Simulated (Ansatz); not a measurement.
**TiPt3: equation of state with LDA**

TiPt3:

```
Pt Ti
1.0
     3.89700    0.00000    0.00000
     0.00000    3.89700    0.00000
     0.00000    0.00000    3.89700
Pt Ti
3 1
Direct
  0.50000 0.50000 0.00000
  0.50000 0.00000 0.50000
  0.00000 0.50000 0.50000
  0.00000 0.00000 0.00000
```

```yaml
Program: Ansatz 0.2.0
Task: equation of state
Functional: LDA
Potentials_or_basis: Ansatz PAW
Cutoff: 420 eV
Density_cutoff: 1680 eV
k_mesh: 7 × 7 × 7
Occupations: fermi-dirac, width 0.05 eV
Spin: no spin polarisation
```

```json
{
 "Equilibrium volume": "14.52 Å³/atom",
 "Bulk modulus": "283 GPa",
 "Pressure derivative of the bulk modulus": "5.0"
}
```

Energy against volume, from the lowest point:
| volume (Å³/atom) | energy (meV/atom) |
| --- | --- |
| 13.908 | 25.05 |
| 14.204 | 6.44 |
| 14.500 | 0.00 |
| 14.796 | 4.33 |
| 15.091 | 18.19 |
| 15.387 | 40.48 |
| 15.683 | 70.22 |

All runs of the series together: 8.8 s on 2 threads of Arm Neoverse V2, with other jobs on the host.

Spin-orbit coupling is left out, which matters for the levels of Pt. LDA usually gives volumes a few per cent too small.
